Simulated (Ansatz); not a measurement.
# SiNi2: straining the crystal, equal strain of all cell vectors

An exercise on one series of results from a longer session: the logs are not shown, and one member is left open.

Computed with Ansatz 0.2.0 (DFT PBEsol, scalar-relativistic, plane waves, PAW, unless a step's input says otherwise).

2 further runs of the same task are left out: 2 set aside as unsound or not needed.

## The starting structure

It takes space group P6_3/mmc (No. 194, hexagonal). The conventional cell has a = 3.868 Å, b = 3.868 Å, c = 4.917 Å, α = 90.00°, β = 90.00°, γ = 120.00°. Around Si (site symmetry -6m2) lie 11 Ni at 2.23 to 2.55 Å. Around Ni (site symmetry -3m) lie 8 Ni at 2.46 to 2.55 Å and 6 Si at 2.55 Å. Ni (site symmetry -6m2) is surrounded by 5 Si at 2.23 to 2.46 Å and 6 Ni at 2.55 Å.

Structure file:

```xyz
6
Lattice="3.8685 0.0000 0.0000 -1.9342 3.3502 0.0000 0.0000 0.0000 4.9170" Properties=species:S:1:pos:R:3 pbc="T T T"
Si    0.0000    2.2335    3.6877
Si    1.9342    1.1167    1.2292
Ni    0.0000    0.0000    0.0000
Ni    0.0000    0.0000    2.4585
Ni    0.0000    2.2335    1.2292
Ni    1.9342    1.1167    3.6877
```

It is the result of an earlier relaxation at this level (volume 10.62 Å³/atom; gap on the mesh: none (metal)).

The unstrained cell comes from an earlier run at this level (6 atoms, E(σ→0) -24466.3469 eV, gap none (metal)).

The first run:

input.yaml reads:

```yaml
crystal:
  lattice:
    - [3.7910943121, 0.0, 0.0]
    - [-1.8955471561, 3.2831839825, 0.0]
    - [0.0, 0.0, 4.8186455518]
  atoms:
    - { symbol: Si, position: [0.3333333333, 0.6666666667, 0.75] }
    - { symbol: Si, position: [0.6666666667, 0.3333333333, 0.25] }
    - { symbol: Ni, position: [0.0, 0.0, 0.0] }
    - { symbol: Ni, position: [0.0, 0.0, 0.5] }
    - { symbol: Ni, position: [0.3333333333, 0.6666666667, 0.25] }
    - { symbol: Ni, position: [0.6666666667, 0.3333333333, 0.75] }
basis:
  ecutwfc: 420
kpoints:
  mp_grid: { grid: [12, 12, 8] }
hamiltonian:
  xc: pbesol
scf:
  occupations: { method: gaussian, width: 0.1 }
output:
  forces: true
  stress: true
  eigenvalues: true
```

The run is started by

```console
> ansatz run input.yaml --threads 1 --pin off --max-ram 2560MiB --backend cpu --events-out ev --progress --plain --runs-dir out
```

Among the steps run: The cell strained by -2.0 %; The cell strained by +2.0 %; The cell strained by -4.0 %; The cell strained by +4.0 %; The cell strained by -6.0 %; The cell strained by +6.0 %.

One of the session's tables, all rows but one given; the rest of the session is left out.

It belongs to the step «Energy and stress against strain (a metal throughout)». Lengths are those of the vectors of the cell that was run; stresses in GPa:

| strain (%) | ΔE (meV/atom) | a (Å) | b (Å) | c (Å) |
| --- | --- | --- | --- | --- |
| -6.0 | 306.4 | 3.636 | 3.636 | 4.622 |
| -4.0 | 126.2 | 3.714 | 3.714 | 4.720 |
| -2.0 | 29.2 | 3.791 | 3.791 | 4.819 |
| +0.0 | 0.0 | 3.868 | 3.868 | 4.917 |
| +2.0 | 25.6 | 3.946 | 3.946 | 5.015 |
| +4.0 | ? | ? | ? | ? |
| +6.0 | 199.1 | 4.101 | 4.101 | 5.212 |

Estimate the missing values for strain (%) = +4.0.

Worked estimate for «ΔE (meV/atom)». A straight line through the neighbours (2.0, 25.6) and (6.0, 199.1) gives 25.6 + (199.1 − 25.6) × (4.0 − 2.0) / (6.0 − 2.0) = 112.3; a parabola fitted to 3 rows on both sides gives 92.0.

As computed: ΔE (meV/atom): 95.0; a (Å): 4.023; b (Å): 4.023; c (Å): 5.114. In «ΔE (meV/atom)» the line misses by +17.3 and the parabola by -3.0.

ΔE is over the unstrained cell. Stress in GPa, positive in compression, on the Cartesian axes of the input. 

Limits of these values: Spin polarisation is off in the runs that give these values; a magnetic solution could lie lower.
